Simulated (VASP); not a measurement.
# VASP 6.6.1 run: BeTe

INCAR

```
LCHARG = .FALSE.
ISMEAR = 1
EDIFF = 1E-7
SIGMA = 0.05
PREC = Accurate
ENCUT = 520
GGA = PS
NBANDS = 11
NELM = 68
IBRION = -1
LWAVE = .FALSE.
LASPH = .TRUE.
LREAL = .FALSE.
ISIF = 2
NSW = 0
```

KPOINTS

```
KPOINTS created by Atomic Simulation Environment
0
Gamma
8 8 8
0 0 0
```

POSCAR

```
Be Te
 1.0000000000000000
     0.0000000000000000    2.9134823341999998    2.7623335088999998
     2.9134823341999998    0.0000000000000000    2.7623335088999998
     2.9134823341999998    2.9134823341999998    0.0000000000000000
 Be  Te
   1   1
Cartesian
  0.0000000000000000  0.0000000000000000  0.0000000000000000
  1.4567411670999999  1.4567411670999999  1.3811667544500001
```

The recommended PBE PAW datasets give the neutral cell 8 valence electrons.

Command

```
mpirun -np 1 vasp_std
```

OSZICAR

```
N       E                     dE             d eps       ncg     rms          rms(c)
DAV:   1     0.187661782512E+02    0.18766E+02   -0.32168E+03  1298   0.584E+02
DAV:   2    -0.709177181849E+01   -0.25858E+02   -0.24926E+02  1719   0.887E+01
DAV:   3    -0.826300372904E+01   -0.11712E+01   -0.11683E+01  1729   0.202E+01
DAV:   4    -0.827563326440E+01   -0.12630E-01   -0.12628E-01  1561   0.241E+00
DAV:   5    -0.827587275562E+01   -0.23949E-03   -0.23949E-03  1687   0.325E-01    0.367E+00
DAV:   6    -0.820168895144E+01    0.74184E-01   -0.58939E-02  1493   0.951E-01    0.222E+00
DAV:   7    -0.817273844753E+01    0.28951E-01   -0.74528E-02  1514   0.116E+00    0.300E-01
DAV:   8    -0.817297912956E+01   -0.24068E-03   -0.36340E-03  1487   0.340E-01    0.725E-02
DAV:   9    -0.817308086606E+01   -0.10174E-03   -0.13913E-04  1571   0.748E-02    0.178E-02
DAV:  10    -0.817309331879E+01   -0.12453E-04   -0.22052E-05  1512   0.227E-02    0.975E-03
DAV:  11    -0.817309408510E+01   -0.76631E-06   -0.76961E-07  1646   0.526E-03    0.486E-03
DAV:  12    -0.817309458818E+01   -0.50309E-06   -0.96252E-07  1472   0.544E-03    0.128E-03
DAV:  13    -0.817309460772E+01   -0.19540E-07   -0.10644E-08  1095   0.568E-04
   1 F= -.81730946E+01 E0= -.81730965E+01  d E =0.566202E-05
```

From OUTCAR

```
k-points           NKPTS =     59   k-points in BZ     NKDIM =     59   number of bands    NBANDS=     11

   NELECT =       8.0000    total number of electrons

   dimension x,y,z NGX =    30 NGY =   30 NGZ =   32
   dimension x,y,z NGXF=    60 NGYF=   60 NGZF=   64

  energy-cutoff  :      520.00
  volume of cell :       46.90
      direct lattice vectors                 reciprocal lattice vectors
     0.000000000  2.913482334  2.762333509    -0.171615937  0.171615937  0.181006384
     2.913482334  0.000000000  2.762333509     0.171615937 -0.171615937  0.181006384
     2.913482334  2.913482334  0.000000000     0.171615937  0.171615937 -0.181006384

 k-points in reciprocal lattice and weights: KPOINTS created by Atomic Simulation Env
   0.00000000  0.00000000  0.00000000       0.002
   0.12500000 -0.00000000  0.00000000       0.016
   0.25000000 -0.00000000  0.00000000       0.016
   0.37500000 -0.00000000  0.00000000       0.016
   0.50000000 -0.00000000  0.00000000       0.008
   0.12500000  0.12500000  0.00000000       0.004
   0.25000000  0.12500000  0.00000000       0.016
   0.37500000  0.12500000  0.00000000       0.016
   ...

 E-fermi :   4.6788

 k-point     1 :       0.0000    0.0000    0.0000
  band No.  band energies     occupation
      1      -7.5449      2.00000
      2       4.3899      2.00000
      3       4.3899      2.00000
      4       4.6367      2.00000
      5       7.8447      0.00000
      6       8.0578      0.00000
      7       8.1608      0.00000
      8       8.1608      0.00000
      9      12.5921      0.00000
     10      14.1108      0.00000
     11      14.9994      0.00000

 k-point     2 :       0.1250   -0.0000    0.0000
  band No.  band energies     occupation
      1      -7.4071      2.00000
      2       3.1999      2.00000
      3       4.1509      2.00000
      4       4.3696      2.00000
      5       7.8477      0.00000
      6       8.4139      0.00000
      7       8.4707      0.00000
      8       9.2890      0.00000
      9      13.0095      0.00000
     10      13.3613      0.00000
     11      13.9165      0.00000

 k-point     3 :       0.2500   -0.0000    0.0000
  band No.  band energies     occupation
      1      -7.0293      2.00000
      2       1.2947      2.00000
      3       3.6985      2.00000
      4       4.0044      2.00000
      5       7.5897      0.00000
      6       8.8950      0.00000
      7       8.9951      0.00000
      8      11.2042      0.00000
      9      13.1424      0.00000
     10      13.3039      0.00000
     11      13.7585      0.00000

 k-point     4 :       0.3750   -0.0000    0.0000
  band No.  band energies     occupation
      1      -6.5556      2.00000
      2      -0.1993      2.00000
      3       3.3457      2.00000
      4       3.7247      2.00000
      5       7.3812      0.00000
      6       8.9401      0.00000
      7       9.2610      0.00000
      8      12.1856      0.00000
      9      13.7287      0.00000
     10      14.5121      0.00000
     11      14.5183      0.00000

 k-point     5 :       0.5000   -0.0000    0.0000
  band No.  band energies     occupation
      1      -6.3129      2.00000
      2      -0.7928      2.00000
      3       3.2182      2.00000
      4       3.6244      2.00000
      5       7.3051      0.00000
      6       8.8897      0.00000
      7       9.2869      0.00000
      8      12.1749      0.00000
      9      14.9173      0.00000
     10      15.7280      0.00000
     11      15.9711      0.00000

 ...

  Total       -1.2032152     -1.2032152     -0.3948327      0.0000000      0.0000000     -0.0000000
  in kB      -41.1076838    -41.1076838    -13.4894058      0.0000000      0.0000000     -0.0000000
  external PRESSURE =     -31.9015911 kB  Pullay stress =       0.0000000 kB

 POSITION                                       TOTAL-FORCE (eV/Angst)
 -----------------------------------------------------------------------------------
      0.00000      0.00000      0.00000        -0.000000     -0.000000      0.000000
      1.45674      1.45674      1.38117         0.000000      0.000000     -0.000000
 -----------------------------------------------------------------------------------
    total drift:                                0.000000      0.000000     -0.000000

  FREE ENERGIE OF THE ION-ELECTRON SYSTEM (eV)
  ---------------------------------------------------
  free  energy   TOTEN  =        -8.1730946077 eV

  energy  without entropy=       -8.1731002697  energy(sigma->0) =       -8.17309650
```

It converged. Results: gap between bands v and c on the k mesh 1.60 eV; least direct gap on the k mesh 3.21 eV; pressure -3.2 GPa. Band v is the last that the valence electrons fill when counted band by band, and c is the next.

For comparison, a separate PBE run of the intended cell, on usual settings and not on those above, gives a gap of 1.71 eV on its mesh and a pressure of -1.6 GPa.

The run above took about 27 s on one core of a shared host (Intel Xeon Platinum 8488C) and held 0.19 GiB at most.
